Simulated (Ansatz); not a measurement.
Take SrF$_{2}$ in the fluorite structure (space group Fm-3m, No. 225) as the base.

```xyz
3
Lattice="0.0000 2.8953 2.8953 2.8953 0.0000 2.8953 2.8953 2.8953 0.0000" Properties=species:S:1:pos:R:3 pbc="T T T"
Sr     0.0000     0.0000     0.0000
F      1.4477     1.4477     1.4477
F      4.3430     4.3430     4.3430
```

Cartesian axes are those of the cell as printed.

All numbers come from Ansatz (a program for electronic structure), r2SCAN, PAW, cutoff 500 eV, scalar-relativistic without spin-orbit coupling.

Free-standing slabs (3 atom(s) a layer) normal to [111] with 15 Å of vacuum; in-plane cell held at bulk.

One change was made to it. Results:

The gap character amounts to indirect, M → Γ; the band gap shrinks by 0.43 eV, from 7.60 eV to 7.17 eV; the smallest direct gap drops by 0.456 eV, from 7.70 eV to 7.25 eV.

Task: Which of these changes matches the shifts?
A) 3 layers
B) 2 layers
C) 4 layers
D) 1 layer
E) 5 layers

Result: B, 2 layers. For comparison, the band gap in the other runs: 3 layers gives 7.22 eV; 4 layers gives 7.25 eV; 1 layer gives 6.86 eV; 5 layers gives 7.26 eV.

No phonon test of stability was made. k-point labels follow each cell's own Brillouin zone.
